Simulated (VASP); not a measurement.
TePb: single point with PBE

TePb:

```xyz
2
Lattice="0.0000 3.2270 3.3883 3.2270 0.0000 3.3883 3.2270 3.2270 0.0000" Properties=species:S:1:pos:R:3 pbc="T T T"
Te    3.2270    3.2270    3.3883
Pb    0.0000    0.0000    0.0000
```

The cell isn't the ideal one: strain +0.000 along x and y, +0.050 along z, atoms carried along.

* Program: VASP 6.6.1
* Task: single point
* Functional: PBE
* Potentials or basis: VASP PAW PBE potentials, release 64 (Te, Pb_d)
* Cutoff: 520 eV
* k mesh: 8 × 8 × 8
* Occupations: gaussian, width 0.05 eV
* Spin: no spin polarisation
* Dipole correction: no
* Further INCAR settings: ALGO = Normal; EDIFF = 1e-06; NBANDS = 17

```json
{"Pressure": "0.4 GPa", "Band gap on the k mesh": "0.73 eV, direct"}
```

Stress tensor (GPa, compression positive):
```
 1.88  0.00  0.00
 0.00  1.88  0.00
 0.00  0.00 -2.57
```

Levels at points of the mesh, in eV from the valence-band top:
```csv
k point,band 7,band 8,band 9,band 10,band 11,band 12,band 13,band 14
"(0.00, 0.00, 0.00)",-5.74,-1.38,-1.38,-0.94,3.31,4.33,4.33,5.67
"(0.50, 0.00, 0.00)",-8.42,-0.89,-0.74,0.00,0.73,1.29,1.42,8.28
"(0.50, 0.50, 0.00)",-7.04,-4.14,-2.54,-2.54,3.53,5.41,5.41,5.96
"(0.50, 0.00, 0.50)",-7.38,-4.24,-2.88,-2.38,3.40,4.65,5.78,6.64
```

Wall time 63 s on 1 thread of Intel(R) Xeon(R) Platinum 8259CL CPU @ 2.50GHz (Skylake/Cascade Lake), on a shared host, peak memory 0.24 GiB.

Caveat: spin-orbit coupling is left out, which as a rule narrows the gap of such compounds by several tenths of an eV. A k mesh can miss the band edges.
